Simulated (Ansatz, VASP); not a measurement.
**Au: VASP beside Ansatz**

```
Au
1.0
     0.00000    2.03500    2.03500
     2.03500    0.00000    2.03500
     2.03500    2.03500    0.00000
Au
1
Direct
  0.00000 0.00000 0.00000
```

Alike in both runs: task relaxation of cell and atoms; functional BLYP; dispersion D4; k mesh 11 × 11 × 11; occupations fermi-dirac, width 0.05 eV; no spin polarisation.

|  | VASP | Ansatz |
| --- | --- | --- |
| version | VASP 6.6.1 | Ansatz 0.2.0 |
| potentials or method | VASP PAW PBE potentials, release 64 (Au) | Ansatz PAW |
| plane-wave cutoff (eV) | 600 | 420 |
| valence electrons in the cell | 11 | 19 |

```tsv
	VASP	Ansatz	Ansatz less VASP
relaxed volume (Å³/atom)	17.98	17.89	-0.091
relaxed cell length with the largest relative difference (Å)	2.941	2.936	-0.0050
energy change over the relaxation (meV/atom)	-36	-31	+5.6
```

The two sets of potentials don't hold the same shells in valence.

Caveats: the PAW data sets were made with another functional, which shifts forces and pressure a little (VASP); pairwise dispersion overbinds metals, which lowers pressure and volume (VASP); the plane-wave basis is chosen anew once the cell has moved, so the energies of steps on either side of that aren't comparable (Ansatz); the PAW data sets come from PBE, with cores solved anew for the run's functional, which leaves a small shift of forces and pressure (Ansatz). Zero-point motion and thermal expansion aren't in these numbers. Spin-orbit coupling is left out, which matters for the levels of Au.
